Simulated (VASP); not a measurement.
# GaSb (F-43m) in VASP: a series of runs

One crystal, GaSb, is run at these levels: PBE; tasks: single point.

Everything below comes from runs of VASP 6.6.1. Logs are shortened: lines on timing, memory, paths and dates and some standing lists are left out, and cuts for length are marked.

## Step 1: The structure

Symmetry: F-43m, No. 216, cubic system. Conventional cell: a = 6.118 Å, b = 6.118 Å, c = 6.118 Å, α = 90.00°, β = 90.00°, γ = 90.00°. Sb (site symmetry -43m) has 4 Ga at 2.65 Å as nearest neighbours. Around Ga (site symmetry -43m) lie 4 Sb at 2.65 Å.

## Step 2: Single point, PBE, spin-orbit coupling, no magnetisation

INCAR

```
PREC = Accurate ; ENCUT = 600
EDIFF = 1E-7 ; ISMEAR = 0
SIGMA = 0.02 ; LREAL = False
LASPH = True ; NELM = 100
ALGO = Normal ; ISIF = 2
LWAVE = False ; LCHARG = False
MAGMOM = 0 0 0 0 0 0 ; LORBIT = 11
LSORBIT = True ; GGA_COMPAT = False
GGA = PE ; NBANDS = 34
```

KPOINTS

```
Automatic mesh
0
Gamma
  4 4 4
```

POSCAR

```
GaSb
1.0
    0.0000000000      3.0590000000      3.0590000000
    3.0590000000      0.0000000000      3.0590000000
    3.0590000000      3.0590000000      0.0000000000
Sb Ga
1 1
Direct
    0.7500000000      0.7500000000      0.7500000000
    0.0000000000      0.0000000000      0.0000000000
```

Potentials or basis: VASP PAW PBE potentials, release 64 (Sb, Ga_d).

Command:

```console
$ cat potpaw_PBE.64/Sb/POTCAR potpaw_PBE.64/Ga_d/POTCAR > POTCAR
$ mpirun -np 1 vasp_ncl > vasp.out
```

OUTCAR:

```text
PREC = Accurate
   ENCUT = 600
   EDIFF = 1E-7
   ISMEAR = 0
   LREAL = False
   LASPH = True
   NELM = 100
   ISIF = 2
   LORBIT = 11
   LSORBIT = True
   GGA = PE

 Found     10 irreducible k-points:

 Following reciprocal coordinates:
            Coordinates               Weight
  0.000000  0.000000  0.000000      1.000000
  0.250000  0.000000  0.000000      4.000000
 -0.250000  0.000000  0.000000      4.000000
  0.500000  0.000000  0.000000      4.000000
  0.250000  0.250000  0.000000      6.000000
  0.500000  0.250000  0.000000     12.000000
   k-points           NKPTS =     10   k-points in BZ     NKDIM =     10   number of bands    NBANDS=     34
   number of dos      NEDOS =    301   number of ions     NIONS =      2
   total plane-waves  NPLWV =  46656
   dimension x,y,z NGX =    36 NGY =   36 NGZ =   36
   dimension x,y,z NGXF=    72 NGYF=   72 NGZF=   72
   ions per type =               1   1
   NGX,Y,Z   is equivalent  to a cutoff of  13.83, 13.83, 13.83 a.u.
   NGXF,Y,Z  is equivalent  to a cutoff of  27.67, 27.67, 27.67 a.u.
 SYSTEM =  unknown system
   PREC   = accura    normal or accurate (medium, high low for compatibility)
   ISTART =      0    job   : 0-new  1-cont  2-samecut
   ICHARG =      2    charge: 1-file 2-atom 10-const
   ISPIN  =      1    spin polarized calculation?
   LNONCOLLINEAR =      T non collinear calculations
   LSORBIT =      T    spin-orbit coupling
   LASPH  =      T    aspherical Exc in radial PAW
   ENCUT  =  600.0 eV  44.10 Ry    6.64 a.u.   8.64  8.64  8.64*2*pi/ulx,y,z
   NELM   =    100;   NELMIN=  2; NELMDL= -5     # of ELM steps
   EDIFF  = 0.1E-06   stopping-criterion for ELM
   LREAL  =      F    real-space projection
   EDIFFG = 0.1E-05   stopping-criterion for IOM
   NSW    =      0    number of steps for IOM
   IBRION =     -1    ionic relax: 0-MD 1-quasi-New 2-CG
   NFREE  =      0    steps in history (QN), initial steepest desc. (CG)
   ISIF   =      2    stress and relaxation
   ISYM   =      2    0-nonsym 1-usesym 2-fastsym
   POTIM  = 0.5000    time-step for ionic-motion
   TEBEG  =    0.0;   TEEND  =   0.0 temperature during run
   PSTRESS=    0.0 pullay stress
   NELECT =      18.0000    total number of electrons
   NUPDOWN=      -1.0000    fix difference up-down
   EMIN   =  10.00;   EMAX   =-10.00  energy-range for DOS
   EFERMI =   0.00;   METHOD = LEGACY
   ISMEAR =     0;   SIGMA  =   0.02  broadening in eV -4-tet -1-fermi 0-gaus
   EFERMI_NEDOS =   21; number of points for ismear=-14 and -15
   IALGO  =     38    algorithm
   IMIX   =      4    mixing-type and parameters
     AMIX     =   0.40;   BMIX     =  1.00
[... 250 lines left out ...]
  external PRESSURE =      32.2152177 kB  Pullay stress =       0.0000000 kB

 VOLUME and BASIS-vectors are now :
 -----------------------------------------------------------------------------
  energy-cutoff  :      600.00
  volume of cell :       57.25
      direct lattice vectors                 reciprocal lattice vectors
     0.000000000  3.059000000  3.059000000    -0.163452109  0.163452109  0.163452109
     3.059000000  0.000000000  3.059000000     0.163452109 -0.163452109  0.163452109
     3.059000000  3.059000000  0.000000000     0.163452109  0.163452109 -0.163452109

 POSITION                                       TOTAL-FORCE (eV/Angst)
 -----------------------------------------------------------------------------------
      4.58850      4.58850      4.58850        -0.000000     -0.000000     -0.000000
      0.00000      0.00000      0.00000         0.000000      0.000000      0.000000
 -----------------------------------------------------------------------------------
    total drift:                               -0.000000     -0.000000     -0.000000

  FREE ENERGIE OF THE ION-ELECTRON SYSTEM (eV)
  ---------------------------------------------------
  free  energy   TOTEN  =        -7.2280602081 eV

  energy  without entropy=       -7.2277075896  energy(sigma->0) =       -7.22788390

 Spin-Orbit-Coupling matrix elements

 Ion:    1  E_soc:     -0.1305660
 l=   1
     0.0000000    -0.0216108    -0.0216108
    -0.0216108     0.0000000    -0.0216108
    -0.0216108    -0.0216108     0.0000000
 l=   2
     0.0000000    -0.0000649     0.0000000    -0.0000649    -0.0000853
    -0.0000649     0.0000000    -0.0000640    -0.0000649    -0.0000213
     0.0000000    -0.0000640     0.0000000    -0.0000640     0.0000000
    -0.0000649    -0.0000649    -0.0000640     0.0000000    -0.0000213
    -0.0000853    -0.0000213     0.0000000    -0.0000213     0.0000000
 l=   3
     0.0000000     0.0000000     0.0000000     0.0000000     0.0000000     0.0000000     0.0000000
     0.0000000     0.0000000     0.0000000     0.0000000     0.0000000     0.0000000     0.0000000
     0.0000000     0.0000000     0.0000000     0.0000000     0.0000000     0.0000000     0.0000000
     0.0000000     0.0000000     0.0000000     0.0000000     0.0000000     0.0000000     0.0000000
     0.0000000     0.0000000     0.0000000     0.0000000     0.0000000     0.0000000     0.0000000
     0.0000000     0.0000000     0.0000000     0.0000000     0.0000000     0.0000000     0.0000000
     0.0000000     0.0000000     0.0000000     0.0000000     0.0000000     0.0000000     0.0000000

 Ion:    2  E_soc:     -0.0117776
 l=   1
     0.0000000    -0.0011592    -0.0011592
    -0.0011592     0.0000000    -0.0011592
    -0.0011592    -0.0011592     0.0000000
 l=   2
     0.0000000    -0.0001426     0.0000000    -0.0001426    -0.0006611
    -0.0001426     0.0000000    -0.0004958    -0.0001426    -0.0001653
     0.0000000    -0.0004958     0.0000000    -0.0004958     0.0000000
    -0.0001426    -0.0001426    -0.0004958     0.0000000    -0.0001653
    -0.0006611    -0.0001653     0.0000000    -0.0001653     0.0000000
 l=   3
     0.0000000     0.0000000     0.0000000     0.0000000     0.0000000     0.0000000     0.0000000
     0.0000000     0.0000000     0.0000000     0.0000000     0.0000000     0.0000000     0.0000000
     0.0000000     0.0000000     0.0000000     0.0000000     0.0000000     0.0000000     0.0000000
     0.0000000     0.0000000     0.0000000     0.0000000     0.0000000     0.0000000     0.0000000
     0.0000000     0.0000000     0.0000000     0.0000000     0.0000000     0.0000000     0.0000000
     0.0000000     0.0000000     0.0000000     0.0000000     0.0000000     0.0000000     0.0000000
     0.0000000     0.0000000     0.0000000     0.0000000     0.0000000     0.0000000     0.0000000

 total charge

# of ion       s       p       d       tot
------------------------------------------
    1        1.121   1.364   0.026   2.511
    2        0.900   0.776   9.963  11.638
--------------------------------------------------
tot          2.021   2.139   9.989  14.150

 magnetization (x)

# of ion       s       p       d       tot
------------------------------------------
    1        0.000   0.000   0.000   0.000
    2       -0.000   0.000   0.000   0.000
--------------------------------------------------
tot         -0.000   0.000   0.000   0.000

 magnetization (y)

# of ion       s       p       d       tot
------------------------------------------
    1        0.000   0.000  -0.000  -0.000
    2        0.000   0.000   0.000   0.000
--------------------------------------------------
tot          0.000   0.000  -0.000   0.000

 magnetization (z)

# of ion       s       p       d       tot
------------------------------------------
    1       -0.000  -0.000  -0.000  -0.000
    2       -0.000   0.000   0.000   0.000
--------------------------------------------------
tot         -0.000  -0.000  -0.000  -0.000
```

stdout:

```text
POSCAR found type information on POSCAR SbGa
 POSCAR found :  2 types and       2 ions
 scaLAPACK will be used
 LDA part: xc-table for (Slater+PW92), standard interpolation
 POSCAR, INCAR and KPOINTS ok, starting setup
 FFT: planning ... GRIDC
 FFT: planning ... GRID_SOFT
 FFT: planning ... GRID
 WAVECAR not read
 entering main loop
```

It took 40 s on 1 thread of Intel Xeon 6975P-C (Granite Rapids), shared host; peak memory 0.38 GiB.

These settings aren't checked as converged: the numbers below hold their error.

Results:

| Item | Value |
| --- | --- |
| Free energy | -7.2281 eV |
| Pressure | 3.2 GPa |
| Valence electrons inside the program's atomic spheres | Sb 2.51; Ga 11.64 |

Caveat: the k mesh is coarse (spacing up to 0.44 Å⁻¹), so the values aren't converged.

## Step 3: Single point, PBE, spin-orbit coupling, no magnetisation

INCAR: that of step 2 with these lines changed.

```diff
@@ -1,2 +1,2 @@
-PREC = Accurate ; ENCUT = 600
+PREC = Accurate ; ENCUT = 300
 EDIFF = 1E-7 ; ISMEAR = 0
```

KPOINTS

```
Automatic mesh
0
Gamma
  6 6 6
```

POSCAR is that of step 2.

Potentials or basis: VASP PAW PBE potentials, release 64 (Sb, Ga_d).

Command:

```console
$ cat potpaw_PBE.64/Sb/POTCAR potpaw_PBE.64/Ga_d/POTCAR > POTCAR
$ mpirun -np 1 vasp_ncl > vasp.out
```

It took 17 s on 1 thread of Intel Xeon 6975P-C (Granite Rapids), shared host; peak memory 0.2 GiB.

These settings aren't checked as converged: the numbers below hold their error.

Results:

* Free energy: -7.3903 eV
* Valence electrons inside the program's atomic spheres: Sb 2.50; Ga 11.64

Caveat: the cutoff is under 1.25 times the usual one of these potentials, so pressure, stress and relaxed cells hold a basis-set (Pulay) error.
